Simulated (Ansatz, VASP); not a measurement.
**One calculation of Al, two programs**

```xyz
1
Lattice="-1.6390 1.6390 1.6390 1.6390 -1.6390 1.6390 1.6390 1.6390 -1.6390" Properties=species:S:1:pos:R:3 pbc="T T T"
Al    0.0000    0.0000    0.0000
```

Change from the starting cell: strain +0.030 along x and y, +0.030 along z, atoms carried along.

Alike in both runs: task single point; functional PBEsol; k mesh 20 × 20 × 20; occupations gaussian, width 0.15 eV; no spin polarisation.

```csv
,VASP,Ansatz
version,VASP 6.6.1,Ansatz 0.2.0
potentials or method,"VASP PAW PBE potentials, release 64 (Al)","scalar-relativistic, plane waves, PAW"
plane-wave cutoff (eV),520,420
valence electrons in the cell,3,3
```

|  | VASP | Ansatz | Ansatz less VASP |
| --- | --- | --- | --- |
| gap on the k mesh at the Fermi level (eV) | none | none | - |
| pressure (GPa) | -3.8 | -3.8 | -0.04 |

A gap of «none» marks a metal or a gap that the smearing closes. The functional is the same, so the differences come from potentials, cutoffs and numerics.

Caveats: the PAW data sets were made with another functional, which shifts forces and pressure a little (VASP).
